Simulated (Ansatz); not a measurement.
Ansatz input file:

```yaml
crystal:
  lattice:
    - [5.1540864214, 0.0, 0.0]
    - [0.0, 3.3754899881, 0.0]
    - [0.0, 0.0, 5.6197139615]
  atoms:
    - { symbol: Si, position: [0.3212470393, 0.75, 0.0840781272] }
    - { symbol: Si, position: [0.1787529607, 0.25, 0.5840781272] }
    - { symbol: Si, position: [0.8212470393, 0.75, 0.4159218728] }
    - { symbol: Si, position: [0.6787529607, 0.25, 0.9159218728] }
    - { symbol: Ni, position: [0.0082175891, 0.25, 0.1884869317], spin: 2.0 }
    - { symbol: Ni, position: [0.4917824109, 0.75, 0.6884869317], spin: 2.0 }
    - { symbol: Ni, position: [0.5082175891, 0.25, 0.3115130683], spin: 2.0 }
    - { symbol: Ni, position: [0.9917824109, 0.75, 0.8115130683], spin: 2.0 }
basis:
  ecutwfc: 500
kpoints:
  mp_grid: { grid: [8, 10, 6] }
  band_path:
    path:
      - [[0.0, 0.0, 0.0], [0.5, 0.0, 0.0], [0.5, 0.5, 0.0], [0.0, 0.5, 0.0], [0.0, 0.0, 0.0], [0.0, 0.0, 0.5], [0.5, 0.0, 0.5], [0.5, 0.5, 0.5], [0.0, 0.5, 0.5], [0.0, 0.0, 0.5]]
      - [[0.5, 0.0, 0.0], [0.5, 0.0, 0.5]]
      - [[0.0, 0.5, 0.0], [0.0, 0.5, 0.5]]
      - [[0.5, 0.5, 0.0], [0.5, 0.5, 0.5]]
    npoints: 14
hamiltonian:
  xc: r2scan
scf:
  occupations: { method: gaussian, width: 0.1 }
  n_extra_bands: 20
output:
  forces: true
  stress: true
  eigenvalues: true
  populations: true
  dos: { projected: true, de: 0.02, nscf_kmesh: { grid: [12, 15, 9] } }
  bader: true
  write_density: true
  write_potential: true
  elf: true
  volumetric_format: npy
magnetization:
  spin_polarized: true
```

Run as
```bash
ansatz run input.yaml --threads 2 --pin off --max-ram 5120MiB --backend cpu --events-out ev --progress --plain --runs-dir out
```

Level of theory: DFT r2SCAN, scalar-relativistic, plane waves, PAW (Ansatz 0.2.0).

From the run's log, abridged:

```
scf.n_extra_bands = 20 over 44 filled bands (N_el = 88.0): the run solves 64 bands
Pseudopotentials: kind: paw
Pseudopotential: Si, paw, valence charge 4, recommended cutoff 500 eV (meta_gga)
Pseudopotential: Ni, paw, valence charge 18, recommended cutoff 500 eV (meta_gga)
Functional definition: r2SCAN
Crystal: 8 atoms, lattice volume = 97.769 Å³
Basis set: ecut = 500 eV, 2491 PW (Γ), exchange–correlation on 160×100×180 points (64 copies of the dense FFT grid, shifted against one another)
Bands: 64, of which v1, the nominal top of the filled ones, is band 44 counted from 1 (43 counted from 0)
Symmetry: 8 space group operations
Space group: Pnma (ITA 62), of the structure as read, at distance tolerance 4.6e-5 Å
Magnetic group: BNS 62.441 (UNI 539), of the structure as read, at distance tolerance 4.6e-5 Å
k-points: 120 of 480
Initial density: superposition of atomic densities (chi_scale 0.1, normalization cell)
Starting moments: Σ|m| = 8 μB on 4 of 8 sites
Initial wavefunctions: pseudopotential atomic-orbital guess
Functional: x = r2scan, c = r2scan; τ floored in thin density (d = 2e-4 eV/Å³)
SCF iter   1: F=—  HF=-25930.248867 eV  |F-HF|=—  |Δ(HF+E_count)|=         —  Δρ=9.66e-2 (↑9.66e-2 ↓5.00e-2) dr2=2.75e0  dr2_τ=8.08e-2  dr2_m=4.26e0  M=3.413 μB ∫|m|=5.361 μB  β_m=0.52  ethr=3.10e-3  ⟨swp⟩=5.9  Hψ=61064  notcnv=0  defer=608
Mixer restart at iter 1: flushing history
spin=Collinear: Kerker preconditioning applied to the charge; magnetization (m = ρ↑ − ρ↓) channel mixes plain (no charge-response kernel on spin).
SCF iter   2: F=—  HF=-25931.238405 eV  |F-HF|=—  |Δ(HF+E_count)|=   9.90e-1  Δρ=7.43e-2 (↑4.36e-2 ↓7.43e-2) dr2=1.58e0  dr2_τ=1.88e-2  dr2_m=2.88e0  M=2.403 μB ∫|m|=4.529 μB  β_m=0.52  ethr=3.10e-3  ⟨swp⟩=2.9  Hψ=27501  notcnv=0  defer=2987  κ⁻¹=1.0e0(r=1)
SCF iter   3: F=—  HF=-25933.759938 eV  |F-HF|=—  |Δ(HF+E_count)|=    2.52e0  Δρ=6.08e-2 (↑3.30e-2 ↓6.08e-2) dr2=1.46e0  dr2_τ=8.47e-3  dr2_m=1.80e0  M=2.064 μB ∫|m|=4.124 μB  β_m=0.30  ethr=1.79e-3  ⟨swp⟩=2.1  Hψ=17151  notcnv=0  defer=2987  κ⁻¹=2.9e-2(r=2)
SCF iter   4: F=—  HF=-25939.684882 eV  |F-HF|=—  |Δ(HF+E_count)|=    5.92e0  Δρ=2.49e-2 (↑1.07e-2 ↓2.49e-2) dr2=9.59e-1  dr2_τ=1.11e-3  dr2_m=1.92e-1  M=0.918 μB ∫|m|=2.469 μB  β_m=0.30  ethr=1.66e-3  ⟨swp⟩=3.1  Hψ=26797  notcnv=0  defer=3080  κ⁻¹=1.7e-3(r=3)
SCF iter   5: F=—  HF=-25940.808162 eV  |F-HF|=—  |Δ(HF+E_count)|=    1.12e0  Δρ=1.72e-2 (↑1.24e-2 ↓1.72e-2) dr2=2.98e-1  dr2_τ=2.11e-3  dr2_m=1.54e-1  M=0.372 μB ∫|m|=1.384 μB  β_m=0.55  ethr=1.09e-3  ⟨swp⟩=2.4  Hψ=21608  notcnv=0  defer=3083  κ⁻¹=8.6e-4(r=4)
SCF iter   6: F=—  HF=-25940.341831 eV  |F-HF|=—  |Δ(HF+E_count)|=         —  Δρ=2.02e-2 (↑6.57e-3 ↓2.02e-2) dr2=2.19e-1  dr2_τ=1.28e-3  dr2_m=8.51e-2  M=0.005 μB ∫|m|=0.282 μB  β_m=0.30  ethr=3.39e-4  ⟨swp⟩=2.5  Hψ=28918  notcnv=0  defer=3093
Mixer restart at iter 6: flushing history
SCF iter   7: F=—  HF=-25940.726927 eV  |F-HF|=—  |Δ(HF+E_count)|=   3.85e-1  Δρ=1.39e-2 (↑4.55e-3 ↓1.39e-2) dr2=1.25e-1  dr2_τ=8.23e-4  dr2_m=3.95e-2  M=0.011 μB ∫|m|=0.247 μB  β_m=0.30  ethr=2.49e-4  ⟨swp⟩=2.8  Hψ=23364  notcnv=0  defer=3095  κ⁻¹=1.0e0(r=1)
SCF iter   8: F=—  HF=-25941.209594 eV  |F-HF|=—  |Δ(HF+E_count)|=   4.83e-1  Δρ=5.76e-3 (↑5.76e-3 ↓3.27e-3) dr2=8.72e-2  dr2_τ=5.92e-5  dr2_m=2.32e-3  M=0.017 μB ∫|m|=0.119 μB  β_m=0.30  ethr=1.42e-4  ⟨swp⟩=3.0  Hψ=27775  notcnv=0  defer=3095  κ⁻¹=5.0e-2(r=2)
SCF iter   9: F=—  HF=-25941.180012 eV  |F-HF|=—  |Δ(HF+E_count)|=   2.96e-2  Δρ=6.31e-3 (↑6.31e-3 ↓5.24e-3) dr2=1.24e-1  dr2_τ=7.33e-5  dr2_m=1.50e-3  M=0.018 μB ∫|m|=0.147 μB  β_m=0.33  ethr=9.91e-5  ⟨swp⟩=2.0  Hψ=18319  notcnv=0  defer=3088  κ⁻¹=2.8e-3(r=3)
SCF iter  10: F=—  HF=-25941.201910 eV  |F-HF|=—  |Δ(HF+E_count)|=   2.19e-2  Δρ=1.91e-3 (↑1.91e-3 ↓1.69e-3) dr2=6.91e-3  dr2_τ=1.39e-5  dr2_m=1.01e-4  M=0.002 μB ∫|m|=0.029 μB  β_m=0.30  ethr=9.91e-5  ⟨swp⟩=2.0  Hψ=23951  notcnv=0  defer=3101  κ⁻¹=3.9e-5(r=4)
SCF iter  11: F=—  HF=-25941.202437 eV  |F-HF|=—  |Δ(HF+E_count)|=   5.27e-4  Δρ=1.51e-3 (↑1.39e-3 ↓1.51e-3) dr2=4.65e-3  dr2_τ=4.62e-6  dr2_m=3.77e-5  M=0.002 μB ∫|m|=0.026 μB  β_m=0.30  ethr=7.85e-6  ⟨swp⟩=1.0  Hψ=17381  notcnv=0  defer=3100  κ⁻¹=3.9e-5(r=5)
SCF iter  12: F=—  HF=-25941.201151 eV  |F-HF|=—  |Δ(HF+E_count)|=   1.29e-3  Δρ=6.52e-4 (↑6.52e-4 ↓3.32e-4) dr2=4.40e-4  dr2_τ=1.32e-6  dr2_m=5.98e-5  M=0.003 μB ∫|m|=0.021 μB  β_m=0.30  ethr=5.28e-6  ⟨swp⟩=2.0  Hψ=21558  notcnv=0  defer=3100  κ⁻¹=2.2e-5(r=6)
SCF iter  13: F=—  HF=-25941.202436 eV  |F-HF|=—  |Δ(HF+E_count)|=   1.29e-3  Δρ=3.66e-4 (↑1.42e-4 ↓3.66e-4) dr2=1.86e-4  dr2_τ=4.65e-7  dr2_m=1.52e-5  M=0.001 μB ∫|m|=0.010 μB  β_m=0.30  ethr=5.00e-7  ⟨swp⟩=2.0  Hψ=22284  notcnv=0  defer=3100  κ⁻¹=1.4e-5(r=7)
SCF iter  14: F=—  HF=-25941.202398 eV  |F-HF|=—  |Δ(HF+E_count)|=   3.88e-5  Δρ=9.76e-5 (↑9.76e-5 ↓7.33e-5) dr2=2.02e-5  dr2_τ=2.78e-8  dr2_m=2.56e-7  M=0.000 μB ∫|m|=0.002 μB  β_m=0.30  ethr=2.11e-7  ⟨swp⟩=2.0  Hψ=21921  notcnv=0  defer=3100  κ⁻¹=5.2e-7(r=8)
SCF iter  15: F=—  HF=-25941.202393 eV  |F-HF|=—  |Δ(HF+E_count)|=   4.48e-6  Δρ=4.35e-5 (↑4.35e-5 ↓2.94e-5) dr2=2.89e-6  dr2_τ=6.18e-9  dr2_m=1.12e-7  M=0.000 μB ∫|m|=0.001 μB  β_m=0.30  ethr=2.30e-8  ⟨swp⟩=1.2  Hψ=15449  notcnv=0  defer=3100  κ⁻¹=2.5e-7(r=8)
SCF iter  16: F=—  HF=-25941.202392 eV  |F-HF|=—  |Δ(HF+E_count)|=   9.64e-7  Δρ=3.49e-5 (↑3.49e-5 ↓2.95e-5) dr2=2.72e-6  dr2_τ=2.22e-9  dr2_m=1.70e-8  M=0.000 μB ∫|m|=0.001 μB  β_m=0.30  ethr=3.29e-9  ⟨swp⟩=2.4  Hψ=23726  notcnv=0  defer=3100  κ⁻¹=5.6e-8(r=8)
SCF iter  17: F=—  HF=-25941.202392 eV  |F-HF|=—  |Δ(HF+E_count)|=   2.31e-7  Δρ=1.51e-5 (↑1.40e-5 ↓1.51e-5) dr2=4.42e-7  dr2_τ=6.94e-10  dr2_m=2.50e-9  M=0.000 μB ∫|m|=0.000 μB  β_m=0.30  ethr=3.09e-9  ⟨swp⟩=2.3  Hψ=21442  notcnv=0  defer=3100  κ⁻¹=1.2e-8(r=8)
SCF iter  18: F=—  HF=-25941.202392 eV  |F-HF|=—  |Δ(HF+E_count)|=   1.24e-7  Δρ=1.11e-5 (↑1.11e-5 ↓9.55e-6) dr2=2.80e-7  dr2_τ=1.74e-10  dr2_m=9.28e-10  M=0.000 μB ∫|m|=0.000 μB  β_m=1.00  ethr=5.02e-10  ⟨swp⟩=2.1  Hψ=21671  notcnv=0  defer=3100  κ⁻¹=2.7e-7(r=8)
SCF iter  19: F=—  HF=-25941.202392 eV  |F-HF|=—  |Δ(HF+E_count)|=   8.41e-8  Δρ=1.72e-6 (↑1.72e-6 ↓1.58e-6) dr2=6.69e-9  dr2_τ=9.44e-12  dr2_m=7.66e-12  M=0.000 μB ∫|m|=0.000 μB  β_m=0.30  ethr=3.18e-10  ⟨swp⟩=2.3  Hψ=21757  notcnv=0  defer=3100  κ⁻¹=5.6e-9(r=8)
SCF iter  20: F=-25941.202392 eV  HF=-25941.202392 eV  |F-HF|=3.81e-9  |Δ(HF+E_count)|=   1.96e-8  Δρ=1.16e-6 (↑1.04e-6 ↓1.16e-6) dr2=3.70e-9  dr2_τ=4.25e-12  dr2_m=9.67e-12  M= 0.000 μB ∫|m|=0.000 μB  ethr=7.60e-12  ⟨swp⟩=12.6  Hψ=112985  notcnv=0
SCF 1 converged in 20 iterations: F = -25941.202392 eV  dr2 = 3.70e-9
WARN: the starting moments were not kept: the SCF closed with an absolute magnetisation of 1.1e-5 μB, where they sum to 8 μB in size (4 sites). That is at most 0.1 of that sum. Measured as dr2_m measures the in/out step, that magnetisation stands 2.3e-11 eV from none, at or under the dr2_threshold of 1.0e-7 eV: it is no larger than a step whose dr2_m would equal this threshold. The system may hold no moment; this SCF shows only that its start led to no more than that. To try another start: raise the starting moments (crystal.atoms[].spin, magnetization.per_species, magnetization.initial_magnetization, or on a non-collinear deck that types none of these the spinor_matrix: blocks that start it ...
this state was not tested for a lower state beside it, because the mixer in use, unlike msr1, does not test its closes by its own steps (another_mixer; see scf.mixing.algorithm and scf.lower_state_search)
SCF converged after 20 iterations
Magnetization:  0.0000 μB (44.0000 up, 44.0000 down)
Absolute magnetization: 0.0000 μB (∫|ρ↑−ρ↓|, with the PAW one-centre terms)
Spin contamination: 0.0000 ħ² per cell (⟨S²⟩ above its minimum at these occupations)
Per-site moments (μB) at R_I (Å): [(1.71535326e-7, 0.94332960), (1.71535325e-7, 0.94332960), (1.71535326e-7, 0.94332960), (1.71535326e-7, 0.94332960), (-1.08959805e-6, 0.94332960), (-1.08959805e-6, 0.94332960), (-1.08959805e-6, 0.94332960), (-1.08959805e-6, 0.94332960)]
Free energy (F): -25941.202392 eV
Harris-Foulkes:  -25941.202392 eV  (|F-HF|=3.81e-9)
Internal energy: -25941.194750 eV  (E = F + TS)
E sigma→0 (E₀):  -25941.198571 eV
Entropy (-TS):   -0.007642 eV (-0.955 meV/atom)
Fermi energy:    14.454654 eV
--- Per-component energies (eV) ---
  E_band       = -1417.354583
  E_kinetic    = 1307.957985
  E_local      = -17929.335400  (includes V_loc(G=0)·N_el)
  E_nonlocal   = 2651.573527
  E_hartree    = 7720.726308
  E_xc         = -528.968389
  E_vxc        = -680.967840  (∫ρ·V_xc dr)
  E_paw        = -8654.069571  (= ΣΔE_a)
  E_vpaw       = -2252.739902  (= ΣTr[D̂ρ^β])
  E_aug_tail   = 0.000994  (compensation charges beyond the density's cutoff)
  E_vtau       = 44.692674  (kinetic-family band-sum trace: ∫τ·v_τ [+ j·A + Jᵃ·Aᵃ] dr)
  E_ewald      = -10507.574199
  E_core_change = -1.506006  (= ΣΔE_core)
  E_smearing   = -0.007642  (= −TS)
--- Forces (eV/Å), atoms counted from 1 ---
  atom   1  Si    -0.01558424     0.00000000    -0.06460620
  atom   2  Si     0.01558424     0.00000000    -0.06460620
  atom   3  Si    -0.01558424     0.00000000     0.06460620
  atom   4  Si     0.01558424     0.00000000     0.06460620
  atom   5  Ni    -0.07442399     0.00000000     0.09731786
  atom   6  Ni     0.07442399     0.00000000     0.09731786
  atom   7  Ni    -0.07442399     0.00000000    -0.09731786
  atom   8  Ni     0.07442399     0.00000000    -0.09731786
--- Stress (GPa, compression-positive) ---
       -5.413869       0.000000       0.000000
        0.000000      -4.536569       0.000000
        0.000000       0.000000      -4.825931
  P = ⅓ Tr σ = -4.9255 GPa (-49.255 kbar)
--- Band table (eV; the first three rows and the last of 240) ---
  k-point 0 ↑: bands = ["-93.1225", "-93.1189", "-93.1179", "-93.1144", "-52.1019", "-52.0983", "-52.0778", "-52.0714", "-52.0469", "-52.0459", "-52.0270", "-52.0216", "-52.0112", "-52.0058", "-51.9981", "-51.9942", "0.8452", "4.3605", "5.6897", "6.3514", "7.6222", "8.2020", "9.8912", "10.3363", "10.3899", "10.3943", "10.4614", "10.4941", "10.7298", "11.0495", "11.2389", "11.3427", "11.5105", "11.7056", "12.0004", "12.0321", "12.1394", "12.2123", "12.3104", "12.4478", "12.4866", "13.1978", "13.2536", "13.4536", "15.0930", "15.8332", "17.9162", "18.4488", "18.7935", "19.3415", "19.5017", "20.7587", "21.2409", "21.3920", "21.6860", "21.8775", "23.2566", "23.8930", "24.6585", "24.9208", "25.012 ...
  k-point 1 ↑: bands = ["-93.1224", "-93.1196", "-93.1173", "-93.1145", "-52.1017", "-52.0985", "-52.0774", "-52.0719", "-52.0468", "-52.0460", "-52.0267", "-52.0221", "-52.0107", "-52.0060", "-51.9978", "-51.9944", "0.9773", "3.7752", "6.0867", "6.4138", "7.5690", "8.5753", "9.4691", "10.2126", "10.3090", "10.3810", "10.4249", "10.7343", "10.7375", "11.1061", "11.2478", "11.2866", "11.6375", "11.7347", "11.9416", "11.9860", "12.0138", "12.1812", "12.1974", "12.4350", "12.7082", "13.1017", "13.4613", "13.6395", "15.3025", "16.1984", "17.3360", "18.5403", "18.8599", "18.8645", "19.2404", "20.7597", "21.3873", "21.5272", "21.7025", "22.0077", "23.5871", "23.6718", "23.8300", "24.2998", "24.377 ...
  k-point 2 ↑: bands = ["-93.1220", "-93.1205", "-93.1163", "-93.1149", "-52.1009", "-52.0991", "-52.0763", "-52.0731", "-52.0467", "-52.0462", "-52.0259", "-52.0233", "-52.0095", "-52.0069", "-51.9971", "-51.9951", "1.3689", "2.8400", "6.5846", "6.6247", "7.4417", "8.5584", "9.3506", "10.0571", "10.3783", "10.4901", "10.5010", "10.7435", "10.9551", "11.1884", "11.2544", "11.2883", "11.5593", "11.5621", "11.8014", "11.8233", "11.9628", "12.2320", "12.3720", "12.3898", "12.7962", "12.9515", "13.6153", "14.4438", "15.2035", "16.3770", "17.0444", "17.8999", "18.8718", "19.0823", "19.5601", "20.7074", "21.0764", "21.1153", "21.6162", "22.0247", "22.5335", "23.3287", "23.7252", "23.9967", "24.684 ...
  k-point 119 ↓: bands = ["-93.1183", "-93.1183", "-93.1183", "-93.1183", "-52.0894", "-52.0894", "-52.0894", "-52.0894", "-52.0223", "-52.0223", "-52.0223", "-52.0223", "-52.0161", "-52.0161", "-52.0161", "-52.0161", "5.4604", "5.4604", "5.4604", "5.4604", "7.6587", "7.6587", "7.6587", "7.6587", "10.6339", "10.6339", "10.6339", "10.6339", "11.0698", "11.0698", "11.0698", "11.0698", "11.7775", "11.7775", "11.7775", "11.7775", "12.1867", "12.1867", "12.1867", "12.1867", "12.4717", "12.4717", "12.4717", "12.4717", "17.0778", "17.0778", "17.0778", "17.0778", "18.1493", "18.1493", "18.1493", "18.1493", "20.8034", "20.8034", "20.8034", "20.8034", "21.4102", "21.4102", "21.4102", "21.4102", "27.25 ...
--- Löwdin populations: 8 sites ---
  site symbol q [e]    m [muB]
     0     Si      4.2523     0.0000
     1     Si      4.2523     0.0000
     2     Si      4.2523     0.0000
     3     Si      4.2523     0.0000
     4     Ni     17.4972     0.0000
     5     Ni     17.4972     0.0000
     6     Ni     17.4972     0.0000
     7     Ni     17.4972     0.0000
  spilling = 0.011383 (of n_electrons = 88.000000)
--- Bader charges: 8 sites ---
  site symbol charge [e]  shift [e]    m [muB]
     0     Si      0.4601     0.0092     0.0000
     1     Si      0.4601     0.0092     0.0000
     2     Si      0.4601     0.0092     0.0000
     3     Si      0.4601     0.0092     0.0000
     4     Ni     -0.4601     0.0092     0.0000
     5     Ni     -0.4601     0.0092     0.0000
     6     Ni     -0.4601     0.0092     0.0000
     7     Ni     -0.4601     0.0092     0.0000
  estimated error of the sums over rays = 6.3e-4 e
```

Self-consistency was reached.

Time: 13 min on 2 threads of Intel(R) Xeon(R) Processor @ 2.50GHz (Skylake/Cascade Lake) (shared host), peak memory 2.1 GiB.